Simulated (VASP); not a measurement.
A run of VASP 6.6.1 is set up as follows.

File INCAR:

```
PREC = Accurate
ENCUT = 520
EDIFF = 1E-6
ISMEAR = 0
SIGMA = 0.01
LREAL = F
LASPH = T
NELM = 60
ALGO = Fast
ISIF = 2
LWAVE = F
LCHARG = F
GGA = PS
NBANDS = 16
```

File KPOINTS:

```
regular mesh
0
Gamma
  8 8 8
```

File POSCAR:

```
CdSe
1.0
    0.0000000000      3.0414679884      3.0414679884
    3.0414679884      0.0000000000      3.0414679884
    3.0414679884      3.0414679884      0.0000000000
Cd Se
1 1
Direct
    0.0000000000      0.0000000000      0.0000000000
    0.2500000000      0.2500000000      0.2500000000
```

Potentials or basis: VASP PAW PBE potentials, release 64 (Cd, Se).

Launch:

```sh
$ cat potpaw_PBE.64/Cd/POTCAR potpaw_PBE.64/Se/POTCAR > POTCAR
$ mpirun -np 1 vasp_std > vasp.out
```

Question: Estimate the pressure.

Answer: 0.3 GPa.

Question: What does it give for the band gap on the k mesh?

Answer: 0.48 eV, direct.

Caveat: the PAW data sets were made with another functional, which shifts forces and pressure a little.
